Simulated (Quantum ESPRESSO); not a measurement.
# MnO2 (P-3m1) in Quantum ESPRESSO: single point with PBEsol

Aim: the single point of MnO2 with PBEsol.

All numbers are computed with Quantum ESPRESSO 7.5; they aren't measurements. Logs are shortened: lines on timing, memory, paths and dates and some standing lists are left out, and cuts for length are marked.

## (1) Starting point

It takes space group P-3m1 (No. 164, trigonal). Conventional cell: a = 2.857 Å, b = 2.857 Å, c = 4.601 Å, α = 90.00°, β = 90.00°, γ = 120.00°. Around Mn (site symmetry -3m) lie 6 O at 1.90 Å. O (site symmetry 3m) is surrounded by 3 Mn at 1.90 Å.

Measurements of this composition are mostly on another form, of space group No. 136.

## (2) Single point, PBEsol, collinear spin, ferromagnetic start

run.py

```python
import numpy as np
from ase.calculators.espresso import Espresso, EspressoProfile
from ase.io import read

atoms = read('POSCAR')
atoms.set_initial_magnetic_moments([4.0, 0.0, 0.0])

input_data = {
    'control': {'calculation': 'scf', 'prefix': 'pwscf', 'outdir': './tmp', 'tprnfor': True, 'tstress': True, 'disk_io': 'nowf'},
    'system': {'ecutwfc': 45.0, 'ecutrho': 360.0, 'nbnd': 24, 'occupations': 'smearing', 'smearing': 'fd', 'degauss': 0.00367493, 'nspin': 2},
    'electrons': {'conv_thr': 6e-10, 'electron_maxstep': 120, 'mixing_beta': 0.3},
}
pseudopotentials = {'O': 'o_pbesol_v1.2.uspp.F.UPF', 'Mn': 'mn_pbesol_v1.5.uspp.F.UPF'}
profile = EspressoProfile(command='mpirun -n 2 pw.x -nk 2', pseudo_dir='pseudo')
dft = Espresso(profile=profile, input_data=input_data, pseudopotentials=pseudopotentials, kpts=(11, 11, 6), koffset=(0, 0, 0))
atoms.calc = dft

print(f'energy {atoms.get_potential_energy():.8f} eV')
print('forces (eV/A)')
print(np.round(atoms.get_forces(), 6))
print('stress (eV/A^3, Voigt)')
print(np.round(atoms.get_stress(), 8))
print(f'Fermi level {dft.get_fermi_level():.4f} eV')
```

POSCAR

```
MnO2
1.0
    2.8565781804      0.0000000000      0.0000000000
   -1.4282890902      2.4738692722      0.0000000000
    0.0000000000      0.0000000000      4.6013740589
Mn O
1 2
Direct
    0.0000000000      0.0000000000      0.5000000000
    0.3333333333      0.6666666667      0.7062925700
    0.6666666667      0.3333333333      0.2937074300
```

Potentials or basis: GBRV 1.5 PBEsol.

The run is started by

```sh
OMP_NUM_THREADS=1 python run.py
```

The program printed:

```text
energy -3749.85495233 eV
forces (eV/A)
[[ 0.        0.        0.      ]
 [ 0.        0.       -0.120466]
 [ 0.        0.        0.120466]]
stress (eV/A^3, Voigt)
[ 0.01423603  0.01423603  0.00176194  0.          0.         -0.        ]
Fermi level 8.2425 eV
```

espresso.pwi:

```text
&CONTROL
   calculation      = 'scf'
   tstress          = .true.
   tprnfor          = .true.
   outdir           = './tmp'
   prefix           = 'pwscf'
   disk_io          = 'nowf'
   pseudo_dir       = 'pseudo'
/
&SYSTEM
   nbnd             = 24
   ecutwfc          = 45.0
   ecutrho          = 360.0
   occupations      = 'smearing'
   degauss          = 0.00367493
   smearing         = 'fd'
   nspin            = 2
   starting_magnetization(1) = 4.0
   starting_magnetization(2) = 0.0
   ntyp             = 2
   nat              = 3
   ibrav            = 0
/
&ELECTRONS
   electron_maxstep = 120
   conv_thr         = 6e-10
   mixing_beta      = 0.3
/
&IONS
/
&CELL
/
&FCP
/
&RISM
/
ATOMIC_SPECIES
Mn  54.938044 mn_pbesol_v1.5.uspp.F.UPF
O  15.999 o_pbesol_v1.2.uspp.F.UPF

K_POINTS automatic
11 11 6  0 0 0

CELL_PARAMETERS angstrom
2.85657818040000 0.00000000000000 0.00000000000000
-1.42828909020000 2.47386927220000 0.00000000000000
0.00000000000000 0.00000000000000 4.60137405890000

ATOMIC_POSITIONS angstrom
Mn  0.0000000000 0.0000000000 2.3006870295  
O  -0.0000000001 1.6492461815 3.2499163096  
O  1.4282890903 0.8246230907 1.3514577493
```

espresso.pwo:

```text
This program is part of the open-source Quantum ESPRESSO suite
     for quantum simulation of materials; please cite
         "P. Giannozzi et al., J. Phys.:Condens. Matter 21 395502 (2009);
         "P. Giannozzi et al., J. Phys.:Condens. Matter 29 465901 (2017);
         "P. Giannozzi et al., J. Chem. Phys. 152 154105 (2020);
     in publications or presentations arising from this work. More details at

Warning: card &CELL ignored
Warning: card &FCP ignored
Warning: card &RISM ignored

     Message from routine setup:
     using ibrav=0 with symmetry is DISCOURAGED, use correct ibrav instead

     K-points division:     npool     =       2
     Subspace diagonalization in iterative solution of the eigenvalue problem:
     a serial algorithm will be used

     G-vector sticks info
     --------------------
     sticks:   dense  smooth     PW     G-vecs:    dense   smooth      PW
     Sum         733     361    121                25301     8989    1605

     Using Slab Decomposition

     bravais-lattice index     =            0
     lattice parameter (alat)  =       5.3982  a.u.
     unit-cell volume          =     219.4356 (a.u.)^3
     number of atoms/cell      =            3
     number of atomic types    =            2
     number of electrons       =        27.00
     number of Kohn-Sham states=           24
     kinetic-energy cutoff     =      45.0000  Ry
     charge density cutoff     =     360.0000  Ry
     scf convergence threshold =      6.0E-10
     mixing beta               =       0.3000
     number of iterations used =            8  plain     mixing
     Exchange-correlation= SLA  PW   PSX  PSC
                           (   1   4  10   8   0   0   0)

     celldm(1)=   5.398150  celldm(2)=   0.000000  celldm(3)=   0.000000
     celldm(4)=   0.000000  celldm(5)=   0.000000  celldm(6)=   0.000000

     crystal axes: (cart. coord. in units of alat)
               a(1) = (   1.000000   0.000000   0.000000 )
               a(2) = (  -0.500000   0.866025   0.000000 )
               a(3) = (   0.000000   0.000000   1.610799 )

     reciprocal axes: (cart. coord. in units 2 pi/alat)
               b(1) = (  1.000000  0.577350 -0.000000 )
               b(2) = (  0.000000  1.154701  0.000000 )
               b(3) = (  0.000000 -0.000000  0.620810 )

     PseudoPot. # 1 for Mn read from file:
     mn_pbesol_v1.5.uspp.F.UPF
     Pseudo is Ultrasoft + core correction, Zval = 15.0
     Generated by new atomic code, or converted to UPF format
     Using radial grid of  859 points,  6 beta functions with:
                l(1) =   0
                l(2) =   0
                l(3) =   1
                l(4) =   1
                l(5) =   2
                l(6) =   2
     Q(r) pseudized with  8 coefficients,  rinner =    0.950   0.950   0.950
                                                       0.950   0.950

     PseudoPot. # 2 for O  read from file:
     o_pbesol_v1.2.uspp.F.UPF
     Pseudo is Ultrasoft + core correction, Zval =  6.0
     Generated by new atomic code, or converted to UPF format
     Using radial grid of  737 points,  5 beta functions with:
                l(1) =   0
                l(2) =   0
                l(3) =   1
                l(4) =   1
                l(5) =   2
     Q(r) pseudized with  8 coefficients,  rinner =    0.900   0.900   0.900
                                                       0.900   0.900

     atomic species   valence    mass     pseudopotential
     Mn               15.00    54.93804     Mn( 1.00)
     O                 6.00    15.99900     O ( 1.00)

     Starting magnetic structure
     atomic species   magnetization
     Mn              0.267
     O               0.000

     12 Sym. Ops., with inversion, found

   Cartesian axes

     site n.     atom                  positions (alat units)
         1        Mn     tau(   1) = (   0.0000000   0.0000000   0.8053996  )
         2        O      tau(   2) = (  -0.0000000   0.5773503   1.1376956  )
         3        O      tau(   3) = (   0.5000000   0.2886751   0.4731037  )

     number of k points=    84  Fermi-Dirac smearing, width (Ry)=  0.0037
                       cart. coord. in units 2pi/alat
        k(    1) = (   0.0000000   0.0000000   0.0000000), wk =   0.0013774
        k(    2) = (   0.0000000   0.0000000   0.1034683), wk =   0.0027548
        k(    3) = (   0.0000000   0.0000000   0.2069366), wk =   0.0027548
        k(    4) = (   0.0000000   0.0000000  -0.3104049), wk =   0.0013774
        k(    5) = (   0.0000000   0.1049728   0.0000000), wk =   0.0082645
        k(    6) = (   0.0000000   0.1049728   0.1034683), wk =   0.0082645
[... 76 lines left out ...]
        k(   83) = (  -0.1818182   0.5248639  -0.1034683), wk =   0.0165289
        k(   84) = (  -0.1818182   0.5248639  -0.2069366), wk =   0.0165289

     Dense  grid:    25301 G-vectors     FFT dimensions: (  36,  36,  54)

     Smooth grid:     8989 G-vectors     FFT dimensions: (  24,  24,  40)

     Check: negative core charge=   -0.000012
     Generating pointlists ...
     new r_m :   0.2748 (alat units)  1.4833 (a.u.) for type    1
     new r_m :   0.2748 (alat units)  1.4833 (a.u.) for type    2

     Initial potential from superposition of free atoms

     starting charge      26.4999, renormalised to      27.0000
     Starting wfcs are   21 randomized atomic wfcs +    3 random wfcs

     Self-consistent Calculation

     iteration #  1     ecut=    45.00 Ry     beta= 0.30
     Davidson diagonalization with overlap
     ethr =  1.00E-02,  avg # of iterations =  4.7

     total energy              =    -275.00163334 Ry
     estimated scf accuracy    <       2.26096781 Ry

     total magnetization       =     3.00 Bohr mag/cell
     absolute magnetization    =     3.07 Bohr mag/cell

     iteration #  2     ecut=    45.00 Ry     beta= 0.30
     Davidson diagonalization with overlap
     ethr =  8.37E-03,  avg # of iterations =  1.6

     total energy              =    -275.17910283 Ry
     estimated scf accuracy    <       2.40046238 Ry

     total magnetization       =     2.52 Bohr mag/cell
     absolute magnetization    =     2.53 Bohr mag/cell

     iteration #  3     ecut=    45.00 Ry     beta= 0.30
     Davidson diagonalization with overlap
     ethr =  8.37E-03,  avg # of iterations =  1.0

     total energy              =    -275.55730504 Ry
     estimated scf accuracy    <       0.25175472 Ry

     total magnetization       =     3.00 Bohr mag/cell
     absolute magnetization    =     3.13 Bohr mag/cell

     iteration #  4     ecut=    45.00 Ry     beta= 0.30
     Davidson diagonalization with overlap
     ethr =  9.32E-04,  avg # of iterations =  1.1

     total energy              =    -275.60126402 Ry
     estimated scf accuracy    <       0.05164708 Ry

     total magnetization       =     3.00 Bohr mag/cell
     absolute magnetization    =     3.08 Bohr mag/cell

     iteration #  5     ecut=    45.00 Ry     beta= 0.30
     Davidson diagonalization with overlap
     ethr =  1.91E-04,  avg # of iterations =  1.1

     total energy              =    -275.60866156 Ry
     estimated scf accuracy    <       0.00196704 Ry

     total magnetization       =     3.00 Bohr mag/cell
     absolute magnetization    =     3.08 Bohr mag/cell

     iteration #  6     ecut=    45.00 Ry     beta= 0.30
     Davidson diagonalization with overlap
     ethr =  7.29E-06,  avg # of iterations =  2.9

     total energy              =    -275.60897945 Ry
     estimated scf accuracy    <       0.00373114 Ry

     total magnetization       =     3.00 Bohr mag/cell
     absolute magnetization    =     3.06 Bohr mag/cell

     iteration #  7     ecut=    45.00 Ry     beta= 0.30
     Davidson diagonalization with overlap
     ethr =  7.29E-06,  avg # of iterations =  1.0

     total energy              =    -275.60926270 Ry
     estimated scf accuracy    <       0.00015786 Ry

     total magnetization       =     3.00 Bohr mag/cell
     absolute magnetization    =     3.06 Bohr mag/cell

     iteration #  8     ecut=    45.00 Ry     beta= 0.30
     Davidson diagonalization with overlap
     ethr =  5.85E-07,  avg # of iterations =  1.3

     total energy              =    -275.60927935 Ry
     estimated scf accuracy    <       0.00003364 Ry

     total magnetization       =     3.00 Bohr mag/cell
     absolute magnetization    =     3.06 Bohr mag/cell

     iteration #  9     ecut=    45.00 Ry     beta= 0.30
     Davidson diagonalization with overlap
     ethr =  1.25E-07,  avg # of iterations =  1.0

     total energy              =    -275.60927467 Ry
     estimated scf accuracy    <       0.00003548 Ry

     total magnetization       =     3.00 Bohr mag/cell
     absolute magnetization    =     3.06 Bohr mag/cell

     iteration # 10     ecut=    45.00 Ry     beta= 0.30
     Davidson diagonalization with overlap
     ethr =  1.25E-07,  avg # of iterations =  1.0

     total energy              =    -275.60927910 Ry
     estimated scf accuracy    <       0.00000109 Ry

     total magnetization       =     3.00 Bohr mag/cell
     absolute magnetization    =     3.05 Bohr mag/cell

     iteration # 11     ecut=    45.00 Ry     beta= 0.30
     Davidson diagonalization with overlap
     ethr =  4.03E-09,  avg # of iterations =  1.5

     total energy              =    -275.60927941 Ry
     estimated scf accuracy    <       0.00000013 Ry

     total magnetization       =     3.00 Bohr mag/cell
     absolute magnetization    =     3.05 Bohr mag/cell

     iteration # 12     ecut=    45.00 Ry     beta= 0.30
     Davidson diagonalization with overlap
     ethr =  4.88E-10,  avg # of iterations =  2.0

     total energy              =    -275.60927952 Ry
     estimated scf accuracy    <       0.00000004 Ry

     total magnetization       =     3.00 Bohr mag/cell
     absolute magnetization    =     3.05 Bohr mag/cell

     iteration # 13     ecut=    45.00 Ry     beta= 0.30
     Davidson diagonalization with overlap
     ethr =  1.57E-10,  avg # of iterations =  1.9

     total energy              =    -275.60927958 Ry
     estimated scf accuracy    <          2.2E-09 Ry

     total magnetization       =     3.00 Bohr mag/cell
     absolute magnetization    =     3.05 Bohr mag/cell

     iteration # 14     ecut=    45.00 Ry     beta= 0.30
     Davidson diagonalization with overlap
     ethr =  8.28E-12,  avg # of iterations =  1.9

     total energy              =    -275.60927960 Ry
     estimated scf accuracy    <          1.9E-09 Ry

     total magnetization       =     3.00 Bohr mag/cell
     absolute magnetization    =     3.05 Bohr mag/cell

     iteration # 15     ecut=    45.00 Ry     beta= 0.30
     Davidson diagonalization with overlap
     ethr =  7.13E-12,  avg # of iterations =  2.0

     Magnetic moment per site  (integrated on atomic sphere of radius R)
     atom   1 (R=0.275)  charge= 11.7389  magn=  2.5164
     atom   2 (R=0.275)  charge=  5.2256  magn=  0.0381
     atom   3 (R=0.275)  charge=  5.2256  magn=  0.0381

     End of self-consistent calculation

     Number of k-points >= 100: set verbosity='high' to print the bands.

     the Fermi energy is     8.2425 ev

!    total energy              =    -275.60927962 Ry
     estimated scf accuracy    <          1.9E-11 Ry
     smearing contrib. (-TS)   =      -0.00000100 Ry
     internal energy E=F+TS    =    -275.60927862 Ry

     The total energy is F=E-TS. E is the sum of the following terms:
     one-electron contribution =    -192.31679917 Ry
     hartree contribution      =     107.18783524 Ry
     xc contribution           =     -40.58056088 Ry
     ewald contribution        =    -149.89975381 Ry

     total magnetization       =     3.00 Bohr mag/cell
     absolute magnetization    =     3.05 Bohr mag/cell

     convergence has been achieved in  15 iterations

     Forces acting on atoms (cartesian axes, Ry/au):

     atom    1 type  1   force =     0.00000000    0.00000000    0.00000000
     atom    2 type  2   force =     0.00000000    0.00000000   -0.00468538
     atom    3 type  2   force =     0.00000000    0.00000000    0.00468538

     Total force =     0.006626     Total SCF correction =     0.000006

     Computing stress (Cartesian axis) and pressure

          total   stress  (Ry/bohr**3)                   (kbar)     P=      -16.15
  -0.00015505   0.00000000  -0.00000000          -22.81        0.00       -0.00
   0.00000000  -0.00015505  -0.00000000            0.00      -22.81       -0.00
  -0.00000000  -0.00000000  -0.00001919           -0.00       -0.00       -2.82

=------------------------------------------------------------------------------=
   JOB DONE.
=------------------------------------------------------------------------------=
```

It took 51 s on 2 MPI ranks of Arm Neoverse V1, shared host; peak memory 0.3 GiB.

Results:

- Free energy: -3749.8553 eV
- Pressure: -1.6 GPa
- Largest force: 0.120 eV/Å
- Band gap on the k mesh: 0.74 eV, indirect (least direct gap 0.80 eV)
- Net moment: 3.00 μB per cell
- Absolute moment: 3.05 μB per cell
- Site moments: Mn +2.52; O +0.04 μB
- Valence electrons inside the program's atomic spheres: Mn 11.74; O 5.23

Forces on the atoms (eV/Å):
```
Mn   0.000  0.000  0.000
O    0.000  0.000 -0.120
O    0.000  0.000  0.120
```

Caveat: an odd mesh through Γ misses points on the zone boundary, where band edges often lie; a cell with one magnetic atom can't hold antiferromagnetic order, which such compounds often take.

## (3) The reference run

An earlier run on the cell as given: functional PBEsol; potentials or basis GBRV 1.5 PBEsol; cutoff 612 eV; density cutoff 4898 eV; k mesh 11 × 11 × 6; occupations fermi-dirac, width 0.05 eV; collinear spin, ferromagnetic start; starting moments [4.0, 0.0, 0.0] μB.

* Pressure: -1.6 GPa
* Largest force: 0.120 eV/Å
* Band gap on the k mesh: 0.74 eV, indirect (least direct gap 0.80 eV)
* Net moment: 3.00 μB per cell
* Absolute moment: 3.05 μB per cell
* Site moments: Mn +2.52; O +0.04 μB
* Valence electrons inside the program's atomic spheres: Mn 11.74; O 5.23
